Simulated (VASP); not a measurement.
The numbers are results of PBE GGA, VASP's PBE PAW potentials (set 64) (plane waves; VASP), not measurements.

VASP ran on this input.

**POSCAR**
```
CoPt
3.70
  0.7270270270   0.0000000000   0.0000000000
  0.0000000000   0.7270270270   0.0000000000
  0.0000000000   0.0000000000   1.0000000000
Co Pt
1 1
direct
  0.0000000000   0.0000000000   0.0000000000
  0.5000000000   0.5000000000   0.5000000000
```

### INCAR
```
PREC  =  Accurate
LREAL  =  F   ! projection in real space or not
SYSTEM  =  CoPt
LASPH  =  T   ! aspherical one-centre terms
LORBIT  =  10
GGA  =  PE
SIGMA  =  0.1   ! width (eV)
NELM  =  100   ! most electronic steps
ISMEAR  =  1   ! Methfessel-Paxton
ISIF  =  2   ! forces and stress, cell fixed
ENCUT  =  400
EDIFF  =  1E-6
ISPIN  =  2
LWAVE  =  F
MAGMOM  =  2.0 0.0
LCHARG  =  F
LMAXMIX  =  6
ALGO  =  Normal   ! blocked Davidson
```

**KPOINTS**
```
Automatic mesh
0
Gamma
7 7 5
0 0 0
```

POTCAR, in this order: Co Pt (PBE.64 set). Program: vasp_std.

What VASP printed:

File OSZICAR:
```
       N       E                     dE             d eps       ncg     rms          rms(c)
DAV:   1     0.853432121227E+02    0.85343E+02   -0.74753E+03  1720   0.121E+03
DAV:   2    -0.115721649280E+02   -0.96915E+02   -0.89392E+02  1776   0.254E+02
DAV:   3    -0.146701354733E+02   -0.30980E+01   -0.30095E+01  2004   0.556E+01
DAV:   4    -0.147104943454E+02   -0.40359E-01   -0.40338E-01  2026   0.556E+00
DAV:   5    -0.147115156832E+02   -0.10213E-02   -0.10213E-02  2090   0.926E-01    0.166E+01
DAV:   6    -0.166362126724E+02   -0.19247E+01   -0.15819E+01  1716   0.964E+01    0.238E+01
DAV:   7    -0.134038842359E+02    0.32323E+01   -0.88779E+00  2072   0.920E+01    0.792E+00
DAV:   8    -0.133620575997E+02    0.41827E-01   -0.46836E-01  1926   0.941E+00    0.395E+00
DAV:   9    -0.133029487892E+02    0.59109E-01   -0.14222E-01  2254   0.858E+00    0.119E+00
DAV:  10    -0.133035782882E+02   -0.62950E-03   -0.12200E-02  1898   0.120E+00    0.600E-01
DAV:  11    -0.133026649395E+02    0.91335E-03   -0.29416E-03  2326   0.116E+00    0.289E-01
DAV:  12    -0.133024030598E+02    0.26188E-03   -0.42324E-04  2394   0.295E-01    0.986E-02
DAV:  13    -0.133023619523E+02    0.41108E-04   -0.72386E-05  2306   0.156E-01    0.370E-02
DAV:  14    -0.133023596628E+02    0.22894E-05   -0.17269E-05  2140   0.430E-02    0.159E-02
DAV:  15    -0.133023607747E+02   -0.11119E-05   -0.27323E-06  1056   0.217E-02    0.595E-03
DAV:  16    -0.133023606457E+02    0.12902E-06   -0.60869E-07   930   0.125E-02
   1 F= -.13302361E+02 E0= -.13302586E+02  d E =0.675295E-03  mag=     2.2212
```

OUTCAR:
```
------------------------ aborting loop because EDIFF is reached ----------------------------------------
  FORCE on cell =-STRESS in cart. coord.  units (eV):
  Direction    XX          YY          ZZ          XY          YZ          ZX
  --------------------------------------------------------------------------------------
  Total        0.1224239      0.1224239      0.3765181      0.0000000      0.0000000     -0.0000000
  in kB        7.3260613      7.3260613     22.5315012      0.0000000      0.0000000     -0.0000000
  external PRESSURE =      12.3945412 kB  Pullay stress =       0.0000000 kB
  volume of cell :       26.77
      direct lattice vectors                 reciprocal lattice vectors
     2.690000000  0.000000000  0.000000000     0.371747212  0.000000000  0.000000000
     0.000000000  2.690000000  0.000000000     0.000000000  0.371747212  0.000000000
     0.000000000  0.000000000  3.700000000     0.000000000  0.000000000  0.270270270
 POSITION                                       TOTAL-FORCE (eV/Angst)
 -----------------------------------------------------------------------------------
      0.00000      0.00000      0.00000         0.000000      0.000000      0.000000
      1.34500      1.34500      1.85000         0.000000      0.000000      0.000000
 -----------------------------------------------------------------------------------
    total drift:                                0.000000     -0.000000     -0.000000
  FREE ENERGIE OF THE ION-ELECTRON SYSTEM (eV)
  ---------------------------------------------------
  free  energy   TOTEN  =       -13.3023606457 eV

  energy  without entropy=      -13.3030359405  energy(sigma->0) =      -13.30258574

 total charge

# of ion       s       p       d       tot
------------------------------------------
    1        0.412   0.437   7.212   8.061
    2        0.713   0.666   8.036   9.415
--------------------------------------------------
tot          1.125   1.103  15.248  17.476

 magnetization (x)

# of ion       s       p       d       tot
------------------------------------------
    1        0.001  -0.015   1.903   1.889
    2       -0.014  -0.052   0.417   0.351
--------------------------------------------------
tot         -0.013  -0.067   2.320   2.240
```
(Selected blocks of OUTCAR.)

The compound is CoPt in the L1_0 structure. The cell was not relaxed at this level. The k-mesh is coarse (spacing up to 0.34 per Å, 2π included), so the numbers may not be converged in it. The run is one of a series of settings (KPOINTS 7×7×5 Γ-centred mesh against the base run), some of them coarse on purpose.
